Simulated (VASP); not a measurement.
# CaSe (Fm-3m) in VASP: further runs

The runs below take CaSe through electric field gradients, with PBE.

Everything below comes from runs of VASP 6.6.1. Logs are shortened: lines on timing, memory, paths and dates and some standing lists are left out, and cuts for length are marked.

**Measured values to compare with.**

From a printed reference work, monograph, original work of 1988, for a bulk crystal of CaSe at 2 K: band gap 3.85 eV (indirect).

The results are compared with them further down.

### 1 The cell of the first run

Symmetry: Fm-3m, No. 225, cubic system. Conventional cell: a = 5.812 Å, b = 5.812 Å, c = 5.812 Å, α = 90.00°, β = 90.00°, γ = 90.00°. Ca (site symmetry m-3m) has 6 Se at 2.91 Å within 3.8 Å. Se (site symmetry m-3m) has 6 Ca at 2.91 Å within 3.8 Å.

### 2 Electric field gradients, PBE (volume scaled by 0.95)

INCAR

```
PREC = Accurate
ENCUT = 520
EDIFF = 1E-8
ISMEAR = -1
SIGMA = 0.02
LREAL = F
LASPH = T
NELM = 100
ALGO = Normal
ISIF = 2
LWAVE = F
LCHARG = F
GGA = PE
LEFG = T
NBANDS = 15
```

KPOINTS

```
regular mesh
0
Gamma
  7 7 7
```

POSCAR

```
CaSe
1.0
    0.0000000000      2.9058886243      2.9058886243
    2.9058886243      0.0000000000      2.9058886243
    2.9058886243      2.9058886243      0.0000000000
Ca Se
1 1
Direct
    0.0000000000      0.0000000000      0.0000000000
    0.5000000000      0.5000000000      0.5000000000
```

Potentials or basis: VASP PAW PBE potentials, release 64 (Ca_sv, Se).

Launch:

```
cat potpaw_PBE.64/Ca_sv/POTCAR potpaw_PBE.64/Se/POTCAR > POTCAR
mpirun -np 1 vasp_std > vasp.out
```

OUTCAR:

```text
PREC = Accurate
   ENCUT = 520
   EDIFF = 1E-8
   ISMEAR = -1
   LREAL = F
   LASPH = T
   NELM = 100
   ISIF = 2
   GGA = PE

 ion  position               nearest neighbor table
   1  0.000  0.000  0.000-   2 2.91   2 2.91   2 2.91   2 2.91   2 2.91   2 2.91
   2  0.500  0.500  0.500-   1 2.91   1 2.91   1 2.91   1 2.91   1 2.91   1 2.91

  LATTYP: Found a face centered cubic cell.
 ALAT       =     5.8117772486

  Lattice vectors:

 A1 = (   0.0000000000,   2.9058886243,   2.9058886243)
 A2 = (   2.9058886243,   0.0000000000,   2.9058886243)
 A3 = (   2.9058886243,   2.9058886243,   0.0000000000)

Analysis of symmetry for initial positions (statically):
=====================================================================
 Subroutine PRICEL returns:
 Original cell was already a primitive cell.

 Routine SETGRP: Setting up the symmetry group for a
 face centered cubic supercell.

 Subroutine GETGRP returns: Found 48 space group operations
 (whereof 48 operations were pure point group operations)
 out of a pool of 48 trial point group operations.

The static configuration has the point symmetry O_h .

Analysis of symmetry for dynamics (positions and initial velocities):
=====================================================================
 Subroutine PRICEL returns:
 Original cell was already a primitive cell.

 Routine SETGRP: Setting up the symmetry group for a
 face centered cubic supercell.

 Subroutine GETGRP returns: Found 48 space group operations
 (whereof 48 operations were pure point group operations)
 out of a pool of 48 trial point group operations.

The dynamic configuration has the point symmetry O_h .

 Subroutine INISYM returns: Found 48 space group operations
 (whereof 48 operations are pure point group operations),
 and found     1 'primitive' translations

----------------------------------------------------------------------------------------

                                     Primitive cell

  volume of cell :      49.0757

  direct lattice vectors                    reciprocal lattice vectors
     0.000000000  2.905888624  2.905888624    -0.172064406  0.172064406  0.172064406
     2.905888624  0.000000000  2.905888624     0.172064406 -0.172064406  0.172064406
     2.905888624  2.905888624  0.000000000     0.172064406  0.172064406 -0.172064406

  length of vectors
     4.109547103  4.109547103  4.109547103     0.298024293  0.298024293  0.298024293

  position of ions in fractional coordinates (direct lattice)
     0.000000000  0.000000000  0.000000000
     0.500000000  0.500000000  0.500000000

  ion indices of the primitive-cell ions
   primitive index   ion index
                 1           1
                 2           2

----------------------------------------------------------------------------------------

 KPOINTS: regular mesh

Automatic generation of k-mesh.
 Grid dimensions read from file:
 generate k-points for:    7    7    7

 Generating k-lattice:

  Cartesian coordinates                     Fractional coordinates (reciprocal lattice)
    -0.024580629  0.024580629  0.024580629     0.142857143  0.000000000  0.000000000
     0.024580629 -0.024580629  0.024580629     0.000000000  0.142857143  0.000000000
     0.024580629  0.024580629 -0.024580629     0.000000000  0.000000000  0.142857143

  Length of vectors
     0.042574899  0.042574899  0.042574899

  Shift w.r.t. Gamma in fractional coordinates (k-lattice)
     0.000000000  0.000000000  0.000000000

 Subroutine IBZKPT returns following result:
 ===========================================

 Found     20 irreducible k-points:

 Following reciprocal coordinates:
            Coordinates               Weight
  0.000000  0.000000  0.000000      1.000000
  0.142857  0.000000  0.000000      8.000000
  0.285714  0.000000  0.000000      8.000000
  0.428571  0.000000  0.000000      8.000000
  0.142857  0.142857  0.000000      6.000000
  0.285714  0.142857  0.000000     24.000000
[... 12 lines left out ...]
 -0.428571  0.428571  0.142857     24.000000
 -0.285714  0.428571  0.142857     24.000000
   k-points           NKPTS =     20   k-points in BZ     NKDIM =     20   number of bands    NBANDS=     15
   number of dos      NEDOS =    301   number of ions     NIONS =      2
   total plane-waves  NPLWV =  32768
   dimension x,y,z NGX =    32 NGY =   32 NGZ =   32
   dimension x,y,z NGXF=    64 NGYF=   64 NGZF=   64
   ions per type =               1   1
   NGX,Y,Z   is equivalent  to a cutoff of  12.95, 12.95, 12.95 a.u.
   NGXF,Y,Z  is equivalent  to a cutoff of  25.89, 25.89, 25.89 a.u.
 SYSTEM =  unknown system
   PREC   = accura    normal or accurate (medium, high low for compatibility)
   ISTART =      0    job   : 0-new  1-cont  2-samecut
   ICHARG =      2    charge: 1-file 2-atom 10-const
   ISPIN  =      1    spin polarized calculation?
   LNONCOLLINEAR =      F non collinear calculations
   LSORBIT =      F    spin-orbit coupling
   LASPH  =      T    aspherical Exc in radial PAW
   ENCUT  =  520.0 eV  38.22 Ry    6.18 a.u.   7.64  7.64  7.64*2*pi/ulx,y,z
   NELM   =    100;   NELMIN=  2; NELMDL= -5     # of ELM steps
   EDIFF  = 0.1E-07   stopping-criterion for ELM
   LREAL  =      F    real-space projection
   EDIFFG = 0.1E-06   stopping-criterion for IOM
   NSW    =      0    number of steps for IOM
   IBRION =     -1    ionic relax: 0-MD 1-quasi-New 2-CG
   NFREE  =      0    steps in history (QN), initial steepest desc. (CG)
   ISIF   =      2    stress and relaxation
   ISYM   =      2    0-nonsym 1-usesym 2-fastsym
   POTIM  = 0.5000    time-step for ionic-motion
   TEBEG  =    0.0;   TEEND  =   0.0 temperature during run
   PSTRESS=    0.0 pullay stress
   NELECT =      16.0000    total number of electrons
   NUPDOWN=      -1.0000    fix difference up-down
   EMIN   =  10.00;   EMAX   =-10.00  energy-range for DOS
   EFERMI =   0.00;   METHOD = LEGACY
   ISMEAR =    -1;   SIGMA  =   0.02  broadening in eV -4-tet -1-fermi 0-gaus
   EFERMI_NEDOS =   21; number of points for ismear=-14 and -15
   IALGO  =     38    algorithm
   IMIX   =      4    mixing-type and parameters
     AMIX     =   0.40;   BMIX     =  1.00
     AMIX_MAG =   1.60;   BMIX_MAG =  1.00
  volume/ion in A,a.u.               =      24.54       165.59
  Fermi-wavevector in a.u.,A,eV,Ry     =   1.126746  2.129240 17.273353  1.269556
  Thomas-Fermi vector in A             =   2.263429
   LORBIT       =      0    0 simple, 1 ext, 2 COOP (PROOUT), +10 PAW based schemes
   GGA     = PE    functional components
   LHFCALC =     F    Hartree Fock is set to
   AEXX    =    0.0000 exact exchange contribution
   IVDW    =     0    specifies the selected vdW correction
   LEPSILON=     F    determine dielectric tensor
   LRPA    =     F    only Hartree local field effects (RPA)
 non-spin polarized calculation
  energy-cutoff  :      520.00
  volume of cell :       49.08
 maximum number of plane-waves:      1363
   NGX = 15   NGY = 15   NGZ = 15

 number of electron      16.0000002 magnetization

 Free energy of the ion-electron system (eV)
  ---------------------------------------------------
  ext. energy  EPLUGINS =         0.00000000
  ---------------------------------------------------
  free energy    TOTEN  =        -9.43417673 eV

  energy without entropy =       -9.43417673  energy(sigma->0) =       -9.43417673

 E-fermi :   3.3097     XC(G=0):  -9.3813

 val. band max:        2.8254982570   @ k =   0.0000   0.0000   0.0000
 cond. band min:       4.7767262378   @ k =   0.4286   0.4286   0.0000
 fundamental gap:      1.9512279809
 Fermi energy:         3.3097118480

 k-point     1 :       0.0000    0.0000    0.0000
  band No.  band energies     occupation
      1     -36.7685      2.00000
      2     -17.7725      2.00000
      3     -17.7725      2.00000
      4     -17.7725      2.00000
      5      -9.1654      2.00000
      6       2.8255      2.00000
      7       2.8255      2.00000
      8       2.8255      2.00000
      9       6.4614      0.00000
     10       6.5048      0.00000
     11       6.5048      0.00000
     12       6.5048      0.00000
     13       7.1277      0.00000
     14       7.1277      0.00000
[... 329 lines left out ...]
      2     -17.8519      2.00000
      3     -17.8497      2.00000
      4     -17.8102      2.00000
      5      -8.4100      2.00000
      6       0.5459      2.00000
      7       0.6133      2.00000
      8       1.3230      2.00000
      9       6.8146      0.00000
     10       7.7767      0.00000
     11       8.4304      0.00000
     12       8.8522      0.00000
     13       8.9694      0.00000
     14      11.0380      0.00000
     15      12.3524      0.00000

------------------------ aborting loop because EDIFF is reached ----------------------------------------

  FORCE on cell =-STRESS in cart. coord.  units (eV):
  Direction    XX          YY          ZZ          XY          YZ          ZX
  --------------------------------------------------------------------------------------
  -------------------------------------------------------------------------------------
  Total        1.3422187      1.3422187      1.3422187      0.0000000      0.0000000     -0.0000000
  in kB       43.8194560     43.8194560     43.8194560      0.0000000      0.0000000     -0.0000000
  external PRESSURE =      43.8194560 kB  Pullay stress =       0.0000000 kB

 VOLUME and BASIS-vectors are now :
 -----------------------------------------------------------------------------
  energy-cutoff  :      520.00
  volume of cell :       49.08
      direct lattice vectors                 reciprocal lattice vectors
     0.000000000  2.905888624  2.905888624    -0.172064406  0.172064406  0.172064406
     2.905888624  0.000000000  2.905888624     0.172064406 -0.172064406  0.172064406
     2.905888624  2.905888624  0.000000000     0.172064406  0.172064406 -0.172064406

 POSITION                                       TOTAL-FORCE (eV/Angst)
 -----------------------------------------------------------------------------------
      0.00000      0.00000      0.00000         0.000000      0.000000      0.000000
      2.90589      2.90589      2.90589         0.000000     -0.000000     -0.000000
 -----------------------------------------------------------------------------------
    total drift:                                0.000000     -0.000000     -0.000000

  FREE ENERGIE OF THE ION-ELECTRON SYSTEM (eV)
  ---------------------------------------------------
  free  energy   TOTEN  =        -9.4341767278 eV

  energy  without entropy=       -9.4341767278  energy(sigma->0) =       -9.43417673

 Electric field gradients (V/A^2)
---------------------------------------------------------------------
 ion       V_xx      V_yy      V_zz      V_xy      V_xz      V_yz
---------------------------------------------------------------------
   1      -0.000     0.000     0.000    -0.000    -0.000    -0.000
   2       0.000     0.000    -0.000    -0.000    -0.000    -0.000
---------------------------------------------------------------------

 Electric field gradients after diagonalization (V/A^2)
 (convention: |V_zz| > |V_xx| > |V_yy|)
----------------------------------------------------------------------
 ion       V_xx      V_yy      V_zz     asymmetry (V_yy - V_xx)/ V_zz
----------------------------------------------------------------------
   1       0.000     0.000    -0.001       0.000
   2       0.000     0.000    -0.001       0.000
----------------------------------------------------------------------

           NMR quadrupolar parameters

 Cq : quadrupolar parameter    Cq=e*Q*V_zz/h
 eta: asymmetry parameters     (V_yy - V_xx)/ V_zz
 Q  : nuclear electric quadrupole moment in mb (millibarn)
----------------------------------------------------------------------
 ion       Cq(MHz)       eta       Q (mb)
----------------------------------------------------------------------
   1      -0.000       0.000       1.000
   2      -0.000       0.000       1.000
----------------------------------------------------------------------
```

It took 40 s on 1 thread of AMD EPYC 7R13, shared host; peak memory 0.15 GiB.

Results:

- Free energy: -9.4342 eV
- Pressure: 4.4 GPa
- Band gap on the k mesh: 1.95 eV, indirect (least direct gap 2.91 eV)

Levels at points of the mesh, in eV from the valence-band top:
| k point | band 5 | band 6 | band 7 | band 8 | band 9 | band 10 | band 11 | band 12 |
| --- | --- | --- | --- | --- | --- | --- | --- | --- |
| (0.00, 0.00, 0.00) | -11.99 | 0.00 | 0.00 | 0.00 | 3.64 | 3.68 | 3.68 | 3.68 |

Caveat: without QUAD_EFG the Cq values of the log hold for a quadrupole moment of 1 mb, not for the nuclei.

### 3 Electric field gradients, PBE (volume scaled by 0.95)

INCAR

```
SYSTEM = CaSe
PREC = Accurate
ENCUT = 520
EDIFF = 1E-8
ISMEAR = -1
SIGMA = 0.02
LREAL = .False.
LASPH = .True.
NELM = 80
ALGO = Normal
ISIF = 2
LWAVE = .False.
LCHARG = .False.
GGA = PE
LEFG = .True.
NBANDS = 15
```

KPOINTS

```
Automatic mesh
0
Gamma
  7 7 7
  0 0 0
```

POSCAR is that of step 2.

Potentials or basis: VASP PAW PBE potentials, release 64 (Ca_sv, Se).

Launch:

```
cat potpaw_PBE.64/Ca_sv/POTCAR potpaw_PBE.64/Se/POTCAR > POTCAR
mpirun -np 1 vasp_std > vasp.out
```

OUTCAR:

```text
SYSTEM = CaSe
   PREC = Accurate
   ENCUT = 520
   EDIFF = 1E-8
   ISMEAR = -1
   LREAL = .False.
   LASPH = .True.
   NELM = 80
   ISIF = 2
   GGA = PE

 ion  position               nearest neighbor table
   1  0.000  0.000  0.000-   2 2.91   2 2.91   2 2.91   2 2.91   2 2.91   2 2.91
   2  0.500  0.500  0.500-   1 2.91   1 2.91   1 2.91   1 2.91   1 2.91   1 2.91

  LATTYP: Found a face centered cubic cell.
 ALAT       =     5.8117772486

  Lattice vectors:

 A1 = (   0.0000000000,   2.9058886243,   2.9058886243)
[... 565 lines left out ...]
  ---------------------------------------------------
  free  energy   TOTEN  =        -9.4341767278 eV

  energy  without entropy=       -9.4341767278  energy(sigma->0) =       -9.43417673

 Electric field gradients (V/A^2)
---------------------------------------------------------------------
 ion       V_xx      V_yy      V_zz      V_xy      V_xz      V_yz
---------------------------------------------------------------------
   1      -0.000     0.000     0.000    -0.000    -0.000    -0.000
   2       0.000     0.000    -0.000    -0.000    -0.000    -0.000
---------------------------------------------------------------------

 Electric field gradients after diagonalization (V/A^2)
 (convention: |V_zz| > |V_xx| > |V_yy|)
----------------------------------------------------------------------
 ion       V_xx      V_yy      V_zz     asymmetry (V_yy - V_xx)/ V_zz
----------------------------------------------------------------------
   1       0.000     0.000    -0.001       0.000
   2       0.000     0.000    -0.001       0.000
----------------------------------------------------------------------

           NMR quadrupolar parameters

 Cq : quadrupolar parameter    Cq=e*Q*V_zz/h
 eta: asymmetry parameters     (V_yy - V_xx)/ V_zz
 Q  : nuclear electric quadrupole moment in mb (millibarn)
----------------------------------------------------------------------
 ion       Cq(MHz)       eta       Q (mb)
----------------------------------------------------------------------
   1      -0.000       0.000       1.000
   2      -0.000       0.000       1.000
----------------------------------------------------------------------
```

OSZICAR:

```text
N       E                     dE             d eps       ncg     rms          rms(c)
DAV:   1     0.108484212339E+03    0.10848E+03   -0.76205E+03   600   0.995E+02
DAV:   2    -0.517150366879E+01   -0.11366E+03   -0.10913E+03   754   0.249E+02
DAV:   3    -0.937750722693E+01   -0.42060E+01   -0.41767E+01   784   0.457E+01
DAV:   4    -0.956918138066E+01   -0.19167E+00   -0.19157E+00   851   0.842E+00
DAV:   5    -0.957031605940E+01   -0.11347E-02   -0.11346E-02   791   0.683E-01    0.424E+00
DAV:   6    -0.944121114210E+01    0.12910E+00   -0.15997E-01   684   0.217E+00    0.255E+00
DAV:   7    -0.943078419200E+01    0.10427E-01   -0.94240E-02   793   0.200E+00    0.781E-01
DAV:   8    -0.943398080340E+01   -0.31966E-02   -0.10217E-02   649   0.785E-01    0.111E-01
DAV:   9    -0.943406415784E+01   -0.83354E-04   -0.52695E-04   740   0.247E-01    0.415E-02
DAV:  10    -0.943416239475E+01   -0.98237E-04   -0.12422E-04   705   0.702E-02    0.163E-02
DAV:  11    -0.943417769765E+01   -0.15303E-04   -0.35464E-05   698   0.539E-02    0.696E-03
DAV:  12    -0.943417701011E+01    0.68753E-06   -0.14469E-06   779   0.108E-02    0.350E-03
DAV:  13    -0.943417663405E+01    0.37606E-06   -0.53347E-07   719   0.497E-03    0.153E-03
DAV:  14    -0.943417667215E+01   -0.38096E-07   -0.13762E-08   646   0.779E-04    0.103E-03
DAV:  15    -0.943417676012E+01   -0.87969E-07   -0.17416E-08   684   0.768E-04    0.608E-04
DAV:  16    -0.943417673233E+01    0.27786E-07   -0.11973E-09   321   0.290E-04    0.165E-04
DAV:  17    -0.943417672785E+01    0.44836E-08   -0.20640E-10   321   0.792E-05
   1 F= -.94341767E+01 E0= -.94341767E+01  d E =-.269715E-12
```

stdout:

```text
POSCAR found type information on POSCAR CaSe
 POSCAR found :  2 types and       2 ions
 scaLAPACK will be used
 LDA part: xc-table for (Slater+PW92), standard interpolation
 POSCAR, INCAR and KPOINTS ok, starting setup
 FFT: planning ... GRIDC
 FFT: planning ... GRID_SOFT
 FFT: planning ... GRID
 WAVECAR not read
 entering main loop
ion   1

ion   2
```

It took 43 s on 1 thread of AMD EPYC 7R13, shared host; peak memory 0.15 GiB.

Results:

| Item | Value |
| --- | --- |
| Free energy | -9.4342 eV |
| Pressure | 4.4 GPa |
| Band gap on the k mesh | 1.95 eV, indirect (least direct gap 2.91 eV) |

Caveat: without QUAD_EFG the Cq values of the log hold for a quadrupole moment of 1 mb, not for the nuclei. A k mesh can miss the band edges.

[end of part 1 of 2]
